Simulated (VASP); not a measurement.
# BN in VASP: how settings move the r2SCAN single point

The r2SCAN single point of BN (zincblende), under +4.0 % biaxial strain in x and y, free along z is repeated with altered inputs. Which of them can be trusted?

Code: VASP 6.6.1. PAW datasets, plane waves. Calculated at 0 K for a non-magnetic cell.

**1. The cell**

The cell comes from an earlier relaxation with r2SCAN in another program, then strained, with the atoms relaxed again.

The symmetry is I-4m2 (No. 119, tetragonal); a = 2.655 Å, c = 3.547 Å in the conventional setting, 6.25 Å³ an atom. Near B stand 4 N at 1.60 Å; near N stand 4 B at 1.60 Å.

As a file:

```cif
data_structure
_symmetry_space_group_name_H-M 'P 1'
_symmetry_Int_Tables_number 1
_cell_length_a 2.5823
_cell_length_b 2.5823
_cell_length_c 2.6545
_cell_angle_alpha 59.070
_cell_angle_beta 59.070
_cell_angle_gamma 61.860
_cell_volume 12.50
loop_
_atom_site_label
_atom_site_type_symbol
_atom_site_fract_x
_atom_site_fract_y
_atom_site_fract_z
_atom_site_occupancy
B1 B 0.00000 0.00000 0.00000 1
N1 N 0.25000 0.25000 0.25000 1
```

**2. Baseline**

INCAR

```
ENCUT = 520.000000
SIGMA = 0.010000
EDIFF = 1.00e-07
ALGO = Normal
METAGGA = R2SCAN
PREC = Accurate
IBRION = -1
ISIF = 2
ISMEAR = 0
NBANDS = 11
NELM = 120
NSW = 0
LASPH = .TRUE.
LCHARG = .TRUE.
LELF = .TRUE.
LWAVE = .FALSE.
LREAL = .FALSE.
```

KPOINTS

```
KPOINTS created by Atomic Simulation Environment
0
Gamma
12 12 12
0 0 0
```

POSCAR

```
B  N
 1.0000000000000000
     0.0000000000000000    1.8770184675999999    1.7733753882000001
     1.8770184675999999    0.0000000000000000    1.7733753882000001
     1.8770184675999999    1.8770184675999999    0.0000000000000000
 B   N
   1   1
Cartesian
  0.0000000000000000  0.0000000000000000  0.0000000000000000
  0.9385092338000000  0.9385092338000000  0.8866876941000000
```

A file KPOINTS_OPT adds named points for the levels; it doesn't enter the self-consistent loop.

Potentials: the recommended PBE PAW datasets, 8 valence electrons.

Started as:

```bash
$ mpirun -np 1 vasp_std
```

The closing lines of the self-consistent loop in OSZICAR:

```text
DAV:  11    -0.190782156054E+02   -0.39076E-05   -0.48389E-05  4009   0.547E-02    0.786E-03
DAV:  12    -0.190782163625E+02   -0.75705E-06   -0.96592E-07  3970   0.966E-03    0.160E-03
DAV:  13    -0.190782164121E+02   -0.49573E-07   -0.23746E-07  3740   0.312E-03
   1 F= -.19078216E+02 E0= -.19078216E+02  d E =-.156190E-76
```

Wall time 52 s (1 MPI rank of Intel Xeon Platinum 8488C, shared host); peak memory 0.15 GiB.

Values of the reference: energy (σ→0) -19.0782 eV, pressure -20.44 GPa, gap on the mesh 3.98 eV.

**3. Variant 1**

INCAR

```
ENCUT = 520.000000
SIGMA = 0.010000
ALGO = Normal
METAGGA = R2SCAN
PREC = Accurate
IBRION = -1
ISIF = 2
ISMEAR = 0
NBANDS = 11
NSW = 0
LASPH = .TRUE.
LCHARG = .FALSE.
LWAVE = .FALSE.
LREAL = .FALSE.
EDIFF = 1e-05
NELM = 76
```

KPOINTS is that of step 2.

POSCAR is that of step 2.

Started as:

```bash
$ mpirun -np 1 vasp_std
```

Printed to the terminal (iteration lines stand in OSZICAR):

```text
POSCAR found type information on POSCAR B N
 POSCAR found :  2 types and       2 ions
 -----------------------------------------------------------------------------
|                                                                             |
|                                                                             |
|     You enforced a specific xc type in the INCAR file but a different       |
|     I HOPE YOU KNOW WHAT YOU ARE DOING!                                     |
|                                                                             |
 -----------------------------------------------------------------------------

 LDA part: xc-table for (None), standard interpolation
 POSCAR, INCAR and KPOINTS ok, starting setup
 FFT: planning ... GRIDC
 FFT: planning ... GRID_SOFT
 FFT: planning ... GRID
 WAVECAR not read
 entering main loop
```

OSZICAR:

```text
N       E                     dE             d eps       ncg     rms          rms(c)
DAV:   1     0.801985699209E+01    0.80199E+01   -0.50604E+03  3674   0.737E+02
DAV:   2    -0.216779306839E+02   -0.29698E+02   -0.28789E+02  4324   0.168E+02
DAV:   3    -0.222758845358E+02   -0.59795E+00   -0.59691E+00  4221   0.205E+01
DAV:   4    -0.222767051918E+02   -0.82066E-03   -0.82064E-03  3811   0.846E-01
DAV:   5    -0.222767060308E+02   -0.83896E-06   -0.83898E-06  4141   0.271E-02    0.631E+00
DAV:   6    -0.190694988012E+02    0.32072E+01   -0.19745E+00  3589   0.786E+00    0.334E+00
DAV:   7    -0.190769357068E+02   -0.74369E-02   -0.21709E-01  3739   0.349E+00    0.179E+00
DAV:   8    -0.190786395905E+02   -0.17039E-02   -0.40195E-02  3793   0.130E+00    0.161E-01
DAV:   9    -0.190782358684E+02    0.40372E-03   -0.62234E-03  4102   0.515E-01    0.970E-02
DAV:  10    -0.190782116978E+02    0.24171E-04   -0.52252E-04  3874   0.167E-01    0.315E-02
DAV:  11    -0.190782156054E+02   -0.39076E-05   -0.48389E-05  3976   0.547E-02
   1 F= -.19078216E+02 E0= -.19078216E+02  d E =-.350585E-76
```

OUTCAR, selected sections:

```text
k-points           NKPTS =    163   k-points in BZ     NKDIM =    163   number of bands    NBANDS=     11

   NELECT =       8.0000    total number of electrons

   dimension x,y,z NGX =    20 NGY =   20 NGZ =   20
   dimension x,y,z NGXF=    40 NGYF=   40 NGZF=   40

  energy-cutoff  :      520.00
  volume of cell :       12.50
      direct lattice vectors                 reciprocal lattice vectors
     0.000000000  1.877018468  1.773375388    -0.266379904  0.266379904  0.281948201
     1.877018468  0.000000000  1.773375388     0.266379904 -0.266379904  0.281948201
     1.877018468  1.877018468  0.000000000     0.266379904  0.266379904 -0.281948201

 k-points in reciprocal lattice and weights: KPOINTS created by Atomic Simulation Env
   0.00000000  0.00000000  0.00000000       0.001
   0.08333333 -0.00000000  0.00000000       0.005
   0.16666667  0.00000000  0.00000000       0.005
   0.25000000  0.00000000  0.00000000       0.005
   0.33333333  0.00000000  0.00000000       0.005
   0.41666667  0.00000000  0.00000000       0.005
   0.50000000  0.00000000  0.00000000       0.002
   0.08333333  0.08333333  0.00000000       0.001
[... 155 more k-points ...]

 E-fermi :   7.0327

 k-point     1 :       0.0000    0.0000    0.0000
  band No.  band energies     occupation
      1     -14.0782      2.00000
      2       6.4044      2.00000
      3       6.4044      2.00000
      4       6.9049      2.00000
      5      15.5852      0.00000
      6      15.9807      0.00000
      7      15.9807      0.00000
      8      16.6575      0.00000
      9      31.6288      0.00000
     10      33.2140      0.00000
     11      34.7359      0.00000

 k-point     2 :       0.0833   -0.0000    0.0000
  band No.  band energies     occupation
      1     -13.9109      2.00000
      2       5.6092      2.00000
      3       6.2083      2.00000
      4       6.6320      2.00000
      5      15.6972      0.00000
      6      16.2263      0.00000
      7      16.2377      0.00000
      8      17.3428      0.00000
      9      31.5021      0.00000
     10      31.5748      0.00000
     11      32.9625      0.00000

 k-point     3 :       0.1667    0.0000    0.0000
  band No.  band energies     occupation
      1     -13.4164      2.00000
      2       3.5409      2.00000
      3       5.7275      2.00000
      4       6.2211      2.00000
      5      15.8719      0.00000
      6      16.8089      0.00000
      7      16.8496      0.00000
      8      18.8560      0.00000
      9      30.3252      0.00000
     10      30.7622      0.00000
     11      31.9546      0.00000

 k-point     4 :       0.2500    0.0000    0.0000
  band No.  band energies     occupation
      1     -12.6223      2.00000
      2       1.0848      2.00000
      3       5.1662      2.00000
      4       5.7779      2.00000
      5      16.0033      0.00000
      6      17.2926      0.00000
      7      17.5887      0.00000
      8      20.3702      0.00000
      9      30.1426      0.00000
     10      30.2601      0.00000
     11      31.5853      0.00000

[... the tables of k-points 5 to 163 left out ...]

  Total       -2.4244223     -2.4244223      0.0617400      0.0000000      0.0000000      0.0000000
  in kB     -310.8501570   -310.8501570      7.9160700      0.0000000      0.0000000      0.0000000
  external PRESSURE =    -204.5947480 kB  Pullay stress =       0.0000000 kB

 POSITION                                       TOTAL-FORCE (eV/Angst)
 -----------------------------------------------------------------------------------
      0.00000      0.00000      0.00000        -0.000000     -0.000000      0.000000
      0.93851      0.93851      0.88669         0.000000      0.000000     -0.000000
 -----------------------------------------------------------------------------------
    total drift:                                0.000001      0.000001     -0.000002

  FREE ENERGIE OF THE ION-ELECTRON SYSTEM (eV)
  ---------------------------------------------------
  free  energy   TOTEN  =       -19.0782156054 eV

  energy  without entropy=      -19.0782156054  energy(sigma->0) =      -19.07821561
```

Run time: 44 s. Hardware: 1 MPI rank of Intel Xeon Platinum 8488C, shared host; peak memory 0.14 GiB.

Changed: EDIFF = 1e-05, NELM = 76. VASP runs to the end. Against the reference the energy moves by less than 0.1 meV/atom.

**4. Variant 2**

INCAR, as its differences from that of step 2:

```diff
@@ -13,5 +13,5 @@
 LASPH = .TRUE.
-LCHARG = .TRUE.
-LELF = .TRUE.
+LCHARG = .FALSE.
 LWAVE = .FALSE.
 LREAL = .FALSE.
+NELECT = 7
```

KPOINTS is that of step 2.

POSCAR is that of step 2.

Started as:

```bash
$ mpirun -np 1 vasp_std
```

Standard output, without the iteration lines:

```text
POSCAR found type information on POSCAR B N
 POSCAR found :  2 types and       2 ions
 -----------------------------------------------------------------------------
|                                                                             |
|                                                                             |
|     You enforced a specific xc type in the INCAR file but a different       |
|     I HOPE YOU KNOW WHAT YOU ARE DOING!                                     |
|                                                                             |
 -----------------------------------------------------------------------------

 LDA part: xc-table for (None), standard interpolation
 POSCAR, INCAR and KPOINTS ok, starting setup
 FFT: planning ... GRIDC
 FFT: planning ... GRID_SOFT
 FFT: planning ... GRID
 WAVECAR not read
 entering main loop
 the old and the new charge density differ
    0.461E+00
```

OSZICAR:

```text
N       E                     dE             d eps       ncg     rms          rms(c)
DAV:   1    -0.253122520583E+01   -0.25312E+01   -0.40237E+03  3674   0.586E+02
DAV:   2    -0.249079786282E+02   -0.22377E+02   -0.21547E+02  4324   0.141E+02
DAV:   3    -0.253622141315E+02   -0.45424E+00   -0.45154E+00  4221   0.170E+01
DAV:   4    -0.253628526198E+02   -0.63849E-03   -0.63848E-03  3811   0.708E-01
DAV:   5    -0.253628533058E+02   -0.68597E-06   -0.68605E-06  4141   0.229E-02    0.461E+00
DAV:   6    -0.237972971093E+02    0.15656E+01   -0.23249E-01  3700   0.361E+00    0.243E+00
DAV:   7    -0.238272987471E+02   -0.30002E-01   -0.33887E-01  3879   0.382E+00    0.816E-01
DAV:   8    -0.238248656537E+02    0.24331E-02   -0.13171E-02  4021   0.977E-01    0.595E-01
DAV:   9    -0.238168589324E+02    0.80067E-02   -0.32753E-02  3799   0.962E-01    0.101E-01
DAV:  10    -0.238169539244E+02   -0.94992E-04   -0.10109E-03  4051   0.286E-01    0.365E-02
DAV:  11    -0.238169690996E+02   -0.15175E-04   -0.31167E-05  3829   0.402E-02    0.126E-02
DAV:  12    -0.238169681802E+02    0.91936E-06   -0.94180E-06  4108   0.179E-02    0.250E-03
DAV:  13    -0.238169685952E+02   -0.41502E-06   -0.51019E-07  3745   0.543E-03    0.325E-04
DAV:  14    -0.238169687172E+02   -0.12192E-06   -0.49442E-09  1862   0.702E-04    0.429E-04
DAV:  15    -0.238169687355E+02   -0.18319E-07   -0.14054E-09  1835   0.228E-04
   1 F= -.23816969E+02 E0= -.23816941E+02  d E =-.547991E-04
```

Parts of OUTCAR:

```text
k-points           NKPTS =    163   k-points in BZ     NKDIM =    163   number of bands    NBANDS=     11

   NELECT =       7.0000    total number of electrons

   dimension x,y,z NGX =    20 NGY =   20 NGZ =   20
   dimension x,y,z NGXF=    40 NGYF=   40 NGZF=   40

  energy-cutoff  :      520.00
  volume of cell :       12.50
      direct lattice vectors                 reciprocal lattice vectors
     0.000000000  1.877018468  1.773375388    -0.266379904  0.266379904  0.281948201
     1.877018468  0.000000000  1.773375388     0.266379904 -0.266379904  0.281948201
     1.877018468  1.877018468  0.000000000     0.266379904  0.266379904 -0.281948201

 k-points in reciprocal lattice and weights: KPOINTS created by Atomic Simulation Env
   0.00000000  0.00000000  0.00000000       0.001
   0.08333333 -0.00000000  0.00000000       0.005
   0.16666667  0.00000000  0.00000000       0.005
   0.25000000  0.00000000  0.00000000       0.005
   0.33333333  0.00000000  0.00000000       0.005
   0.41666667  0.00000000  0.00000000       0.005
   0.50000000  0.00000000  0.00000000       0.002
   0.08333333  0.08333333  0.00000000       0.001
[... 155 more k-points ...]

 E-fermi :   3.6486

 k-point     1 :       0.0000    0.0000    0.0000
  band No.  band energies     occupation
      1     -14.2378      2.00000
      2       5.5401      0.00000
      3       5.5401      0.00000
      4       6.0252      0.00000
      5      16.1040      0.00000
      6      16.3115      0.00000
      7      16.3115      0.00000
      8      16.6318      0.00000
      9      32.6096      0.00000
     10      33.7958      0.00000
     11      35.8790      0.00000

 k-point     2 :       0.0833   -0.0000    0.0000
  band No.  band energies     occupation
      1     -14.0786      2.00000
      2       4.8638      0.00000
      3       5.3730      0.00000
      4       5.7870      0.00000
      5      16.1213      0.00000
      6      16.5338      0.00000
      7      16.5409      0.00000
      8      17.2890      0.00000
      9      32.3680      0.00000
     10      32.5250      0.00000
     11      33.9004      0.00000

 k-point     3 :       0.1667    0.0000    0.0000
  band No.  band energies     occupation
      1     -13.6098      2.00000
      2       3.0212      2.00000
      3       4.9545      0.00000
      4       5.4315      0.00000
      5      16.2042      0.00000
      6      17.0652      0.00000
      7      17.1381      0.00000
      8      18.6741      0.00000
      9      31.1506      0.00000
     10      31.8381      0.00000
     11      32.8550      0.00000

 k-point     4 :       0.2500    0.0000    0.0000
  band No.  band energies     occupation
      1     -12.8631      2.00000
      2       0.7670      2.00000
      3       4.4533      0.00000
      4       5.0431      0.00000
      5      16.3021      0.00000
      6      17.5413      0.00000
      7      17.8452      0.00000
      8      20.1202      0.00000
      9      31.0302      0.00000
     10      31.1883      0.00000
     11      32.4824      0.00000

[... the tables of k-points 5 to 163 left out ...]

  Total      -11.7738382    -11.7738382    -12.3382212      0.0000000      0.0000000      0.0000000
  in kB    -1509.5965022  -1509.5965022  -1581.9595349      0.0000000      0.0000000      0.0000000
  external PRESSURE =   -1533.7175131 kB  Pullay stress =       0.0000000 kB

 POSITION                                       TOTAL-FORCE (eV/Angst)
 -----------------------------------------------------------------------------------
      0.00000      0.00000      0.00000         0.000000      0.000000     -0.000000
      0.93851      0.93851      0.88669        -0.000000     -0.000000      0.000000
 -----------------------------------------------------------------------------------
    total drift:                                0.000001      0.000001     -0.000001

  FREE ENERGIE OF THE ION-ELECTRON SYSTEM (eV)
  ---------------------------------------------------
  free  energy   TOTEN  =       -23.8169687355 eV

  energy  without entropy=      -23.8169139363  energy(sigma->0) =      -23.81694134
```

Run time: 66 s. Hardware: 1 MPI rank of Intel Xeon Platinum 8488C, shared host; peak memory 0.14 GiB.

Changed: NELECT = 7. The run ends normally. Its total energy is on another scale than the reference's; the pressure goes from -20.4 to -153.4 GPa. The pressure of a charged cell depends on the background and is no physical response. The cell is charged, with a uniform background to balance it.

**5. All runs together**

| run | changed | ending | energy change (meV/atom) | pressure (GPa) | gap on the mesh (eV; negative: overlap) | electronic steps | time | usable |
| --- | --- | --- | --- | --- | --- | --- | --- | --- |
| ref. | – | converged | 0 | -20.4 | 3.98 | 13 | 52 s | yes |
| 1 | EDIFF = 1e-05, NELM = 76 | converged | 0.0 | -20.5 | 3.98 | 11 | 44 s | yes |
| 2 | NELECT = 7 | converged | – | -153.4 | – | 15 | 66 s | no |

What this shows: Of 2 altered inputs, 1 ended normally on a faulty or unsound input, 1 gave usable results.
